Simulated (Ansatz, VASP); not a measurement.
## NaCl in VASP and in Ansatz

```
Na Cl
1.0
     2.97051    0.00000    0.00000
     0.00000    2.97051    0.00000
     0.00000    0.00000    2.97051
Na Cl
1 1
Direct
  0.00000 0.00000 0.00000
  0.50000 0.50000 0.50000
```

Measurements of this composition are mostly on another form, of space group No. 225.

Alike in both runs: functional LDA; k mesh 6 × 6 × 6; occupations gaussian, width 0.02 eV; no spin polarisation.

Ansatz relaxed the structure, and its values are those at the end. VASP's run is a single point on that final structure, the one shown.

|  | VASP | Ansatz |
| --- | --- | --- |
| version | VASP 6.6.1 | Ansatz 0.2.0 |
| potentials or method | VASP PAW LDA potentials, release 64 (Na_pv, Cl) | scalar-relativistic, plane waves, PAW |
| plane-wave cutoff (eV) | 520 | 420 |
| valence electrons in the cell | 14 | 16 |

VASP gave:

- gap on the k mesh at the Fermi level (eV): 4.44
- least direct gap on the mesh (eV): 4.44

**Question.** Estimate Ansatz's values.

**Answer.** gap on the k mesh at the Fermi level (eV): 4.40; least direct gap on the mesh (eV): 4.40.

The two sets of potentials don't hold the same shells in valence.

 As with any semilocal functional, this LDA gap is likely too small. A k mesh can miss the band edges.
